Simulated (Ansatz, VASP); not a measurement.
# Ga: VASP beside Ansatz

```
Ga
1.0
     0.00000    2.62850    2.62850
     2.62850    0.00000    2.62850
     2.62850    2.62850    0.00000
Ga
2
Direct
  0.87500 0.87500 0.87500
  0.12500 0.12500 0.12500
```

Change from the starting cell: volume scaled by 0.76, PAW files.

Alike in both runs: task single point; functional PBEsol; k mesh 13 × 13 × 13; occupations fermi-dirac, width 0.08 eV; no spin polarisation.

|  | VASP | Ansatz |
| --- | --- | --- |
| version | VASP 6.6.1 | Ansatz 0.2.0 |
| potentials or method | VASP PAW PBE potentials, release 64 (Ga_d) | PAW with Ansatz's default frozen-core files, scalar-relativistic |
| plane-wave cutoff (eV) | 520 | 420 |
| valence electrons in the cell | 26 | 26 |

|  | VASP | Ansatz | Ansatz less VASP |
| --- | --- | --- | --- |
| pressure (GPa) | 22.7 | 22.5 | -0.18 |

Caveats: so large a pressure means that the cell lies far from this level's equilibrium, or that cutoff or potentials fall short (VASP); the potentials were made for another functional, which shifts forces and pressure (VASP).
